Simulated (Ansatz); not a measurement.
# BeO, pressure series

Base system: BeO in the wurtzite structure (space group P6_3mc, No. 186; a = 2.6928 Å, c = 4.3729 Å).

Cell and atoms are relaxed at each pressure.

Method: Kohn–Sham DFT with the PBEsol functional, run in Ansatz (a program for electronic structure) with PAW and 420 eV plane waves, no SOC.

Candidates:
(a) pressure 10 GPa
(b) pressure −2 GPa
(c) pressure 1.5 GPa
(d) pressure 0.7 GPa
(e) pressure −1 GPa

Before the change:

```
Quantity   Result
--------  -------
Band gap  7.51 eV
```

Task: Order them by band gap, highest first.

Result: (a) pressure 10 GPa (7.96 eV), (c) pressure 1.5 GPa (7.58 eV), (d) pressure 0.7 GPa (7.54 eV), (e) pressure −1 GPa (7.46 eV), (b) pressure −2 GPa (7.41 eV)

Load acts through the strain it causes; cell and atoms are relaxed under it. No phonon test of stability was made. No other phases were tried under pressure.
